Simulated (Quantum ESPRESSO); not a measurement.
AlNi under changes of volume

One of the cells (11.956 Å³/atom); the others are scaled copies at fixed shape and fractional positions:

```
Ni Al
1.0
     2.88100    0.00000    0.00000
     0.00000    2.88100    0.00000
     0.00000    0.00000    2.88100
Ni Al
1 1
Direct
  0.50000 0.50000 0.50000
  0.00000 0.00000 0.00000
```

```yaml
Program: Quantum ESPRESSO 7.5
Functional: LDA
Potentials_or_basis: GBRV 1.5 LDA
Cutoff: 612 eV
Density_cutoff: 4898 eV
k_mesh: 9 × 9 × 9
Occupations: fermi-dirac, width 0.05 eV
Spin: collinear spin, ferromagnetic start
Starting_moments: "[1.0, 0.0] μB"
```

| volume (Å³/atom) | energy over the lowest point (meV/atom) | pressure (GPa) |
| --- | --- | --- |
| 11.239 | 0.46 | 2.2 |
| 11.478 | 0.00 | -1.7 |
| 11.717 | 5.13 | -5.3 |
| 11.956 | 15.28 | -8.5 |
| 12.196 | 29.88 | -11.2 |
| 12.435 | ? | ? |
| 12.674 | 70.54 | -16.0 |

Task: What does the run at 12.435 Å³/atom give?

Result: Energy over the lowest point 48.43 meV/atom; pressure -13.8 GPa.

Worked out: A Birch-Murnaghan fit of order 3 (a polynomial in V^(-2/3)) to the other rows has its minimum at 11.38 Å³/atom with B0 = V·E''(V) = 187 GPa and B' = 4.4. It gives 48.45 meV/atom at 12.435 Å³/atom, against the run's 48.43, and -dE/dV = -13.7 GPa, against -13.8.

Energies are extrapolated to zero smearing.
